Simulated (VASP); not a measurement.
Input of a VASP 6.6.1 run:

INCAR

```
SYSTEM = C
PREC = Accurate
ENCUT = 600
EDIFF = 1E-6
ISMEAR = 0
SIGMA = 0.03
LREAL = .FALSE.
LASPH = .TRUE.
NELM = 80
ALGO = Normal
ISIF = 3
LWAVE = .FALSE.
LCHARG = .FALSE.
GGA = PE
IVDW = 12
IBRION = 2
NSW = 90
EDIFFG = -0.01
LATTICE_CONSTRAINTS = .TRUE. .TRUE. .FALSE.
KPAR = 2
```

File KPOINTS:

```
Automatic mesh
0
G
  15 15 1
  0 0 0
```

File POSCAR:

```
C
1.0
    2.4700000000      0.0000000000      0.0000000000
   -1.2350000000      2.1390827500      0.0000000000
    0.0000000000      0.0000000000     18.0339500000
C
2
Direct
    0.0000000000      0.0000000000      0.4990587200
    0.6666666700      0.3333333300      0.5009412800
```

Potentials or basis: VASP PAW PBE potentials, release 64 (C).

Launch:

```console
$ cat potpaw_PBE.64/C/POTCAR > POTCAR
$ mpirun -np 2 vasp_std > vasp.out
```

Q: Predict the relaxed cell.

A: a = 2.466 Å, b = 2.466 Å, c = 18.034 Å, α = 90.00°, β = 90.00°, γ = 120.00°.

Q: Estimate the relaxed volume.

A: 47.49 Å³/atom.

Q: What does it give for the band gap on the k mesh?

A: None (metal or under the smearing width).

Final structure:
```cif
data_structure
_symmetry_space_group_name_H-M 'P 1'
_symmetry_Int_Tables_number 1
_cell_length_a 2.4661
_cell_length_b 2.4661
_cell_length_c 18.0340
_cell_angle_alpha 90.000
_cell_angle_beta 90.000
_cell_angle_gamma 120.000
_cell_volume 94.98
loop_
_atom_site_label
_atom_site_type_symbol
_atom_site_fract_x
_atom_site_fract_y
_atom_site_fract_z
_atom_site_occupancy
C1 C 0.00000 0.00000 0.50000 1
C2 C 0.66667 0.33333 0.50000 1
```
